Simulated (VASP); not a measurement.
Input of a VASP 6.6.1 run:

INCAR

```
  PREC = Accurate
  ENCUT = 520
  EDIFF = 1E-7
  ISMEAR = -1
  SIGMA = 0.05
  LREAL = F
  LASPH = T
  NELM = 60
  ALGO = Normal
  ISIF = 2
  LWAVE = F
  LCHARG = F
  GGA = PE
  NBANDS = 12
```

Contents of KPOINTS:

```
Automatic mesh
0
Gamma
  10 10 10
```

POSCAR

```
Sc
1.0
    3.1596260000      0.0005990000     -0.0289840000
    1.4827800000      2.7931880000      0.0673540000
    1.5044810000      0.9861620000      2.7745010000
Sc
1
Direct
    0.0127350000     -0.0024340000     -0.0129650000
```

Potentials or basis: VASP PAW PBE potentials, release 64 (Sc_sv).

The run is started by

```sh
$ cat potpaw_PBE.64/Sc_sv/POTCAR > POTCAR
$ mpirun -np 1 vasp_std > vasp.out
```

**Question.** Estimate the pressure.

**Answer.** 0.8 GPa.

**Question.** Predict the band gap on the k mesh.

**Answer.** None (metal or under the smearing width).

Stress tensor (GPa, compression positive):
```
 2.22  1.17  0.73
 1.17  2.13 -0.71
 0.73 -0.71 -1.83
```
